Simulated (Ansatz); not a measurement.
# CaO: the band gap up the ladder of functionals

How large is the gap of the published phase of CaO (Fm-3m), if it has one, with PBE, r2SCAN, HSE06, PBE0, LDA, G0W0, DDH-PBE0, Hartree-Fock, r2SCAN0? One geometry serves all levels.

Program: Ansatz 0.2.0. PAW datasets, plane waves. The values are computed, spin-unpolarised, and not measurements.

## Step 1: The cell

The cell was relaxed beforehand with r2SCAN.

It is cubic, Fm-3m (No. 225); conventional cell a = 4.795 Å, 13.78 Å³ an atom. Near Ca stand 6 O at 2.40 Å; near O stand 6 Ca at 2.40 Å.

Structure file:

```
Ca O
1.0
     0.00000    2.39755    2.39755
     2.39755    0.00000    2.39755
     2.39755    2.39755    0.00000
Ca O
1 1
Direct
  0.00000 0.00000 0.00000
  0.50000 0.50000 0.50000
```

## Step 2: Band structure with PBE

File input.yaml:

```yaml
crystal:
  lattice:
    - [0.0, 2.3975473881, 2.3975473881]
    - [2.3975473881, 0.0, 2.3975473881]
    - [2.3975473881, 2.3975473881, 0.0]
  atoms:
    - { symbol: Ca, position: [0.0, 0.0, 0.0] }
    - { symbol: O, position: [0.5, 0.5, 0.5] }
kpoints:
  mp_grid: { grid: [10, 10, 10] }
  band_path:
    path:
      - [[0.0, 0.0, 0.0], [0.5, -1.989322100638e-34, 0.5], [0.625, 0.25, 0.625]]
      - [[0.375, 0.375, 0.75], [0.0, 0.0, 0.0], [0.5, 0.5, 0.5], [0.5, 0.25, 0.75], [0.5, -1.989322100638e-34, 0.5]]
    npoints: 10
hamiltonian:
  xc: pbe
scf:
  occupations: { method: fermi_dirac, width: 0.02 }
  n_extra_bands: 4
output:
  forces: true
  stress: true
  eigenvalues: true
```

Started as:

```
$ ansatz run input.yaml --threads 1 --pin off --max-ram 2304MiB --backend cpu --events-out ev --progress --plain --runs-dir out
```

Further steps of the session: Single point with r2SCAN; HSE06; PBE0 at the same geometry; Single point with LDA; G0W0 on PBE; One-shot GW from PBE; Single point with DDH-PBE0; Hartree-Fock at the same geometry; r2SCAN0.

Before running it: what results should come out? Wanted: for each run, gap; kind; from PBE.

**Answer**, as computed:

```
                     level  gap (eV)                 kind  from PBE (eV)
                       PBE      3.65               Γ to X              0
                    r2SCAN      4.20               Γ to X          +0.55
                     HSE06      5.31               Γ to X          +1.66
                      PBE0      6.05               Γ to X          +2.40
                       LDA      3.48               Γ to X          -0.17
 G0W0@PBE (82 empty bands)      5.78  PBE path plus shift          +2.13
G0W0@PBE (204 empty bands)      5.96  PBE path plus shift          +2.31
                  DDH-PBE0      6.19               Γ to X          +2.54
              Hartree-Fock     13.98               Γ to X         +10.33
                   r2SCAN0      6.43               Γ to X          +2.78
```

Meshes: PBE 10×10×10, r2SCAN 10×10×10, HSE06 6×6×6, PBE0 6×6×6, LDA 10×10×10, DDH-PBE0 6×6×6, Hartree-Fock 6×6×6, r2SCAN0 6×6×6

**Reading.** The gap runs from 3.48 eV (LDA) to 13.98 eV (Hartree-Fock). PBE reaches 61 % of the G0W0@PBE value, and r2SCAN 70 %. PBE0 lies 0.74 eV above HSE06, which differs from it by screening the long-range exchange. Hartree-Fock lies above G0W0@PBE by 8.0 eV. No extrapolation in bands, cutoff or mesh was made for G0W0. All values are for fixed nuclei; lattice motion, which mostly narrows measured gaps, is not included.
